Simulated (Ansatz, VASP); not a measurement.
**Two plane-wave programs on ZnCu**

The input INCAR:

```
  ALGO = Fast
  EDIFF = 1E-6
  ENCUT = 520
  GGA = PE
  ISIF = 2
  ISMEAR = -1
  LASPH = T
  LCHARG = F
  LREAL = F
  LWAVE = F
  NBANDS = 18
  NELM = 100
  PREC = Accurate
  SIGMA = 0.1
```

File KPOINTS:

```
k-points
0
Gamma
  8 8 8
```

Contents of POSCAR:

```
ZnCu
1.0
    2.9252343038      0.0000000000      0.0000000000
    0.0000000000      2.9252343038      0.0000000000
    0.0000000000      0.0000000000      2.9252343038
Zn Cu
1 1
Direct
    0.5000000000      0.5000000000      0.5000000000
    0.0000000000      0.0000000000      0.0000000000
```

Input for Ansatz:

```yaml
crystal:
  lattice:
    - [2.925234303776946, 0.0, 0.0]
    - [0.0, 2.925234303776946, 0.0]
    - [0.0, 0.0, 2.925234303776946]
  atoms:
    - { symbol: Zn, position: [0.5, 0.5, 0.5] }
    - { symbol: Cu, position: [0.0, 0.0, 0.0] }
basis:
  ecutwfc: 517.016338673772
kpoints:
  mp_grid:
    grid: [8, 8, 8]
hamiltonian:
  xc: pbe
scf:
  occupations:
    method: fermi_dirac
output:
  stress: true
```

Alike in both runs: task single point; functional PBE; k mesh 8 × 8 × 8; no spin polarisation.

```csv
,VASP,Ansatz
version,VASP 6.6.1,Ansatz 0.2.0
potentials or method,"VASP PAW PBE potentials, release 64 (Zn, Cu)","plane waves, PAW"
plane-wave cutoff (eV),520,517
occupations,"fermi-dirac, width 0.1 eV",fermi-dirac
valence electrons in the cell,23,31
```

```csv
,VASP,Ansatz,Ansatz less VASP
pressure (GPa),6.0,5.1,-0.90
```

The two sets of potentials don't hold the same shells in valence.
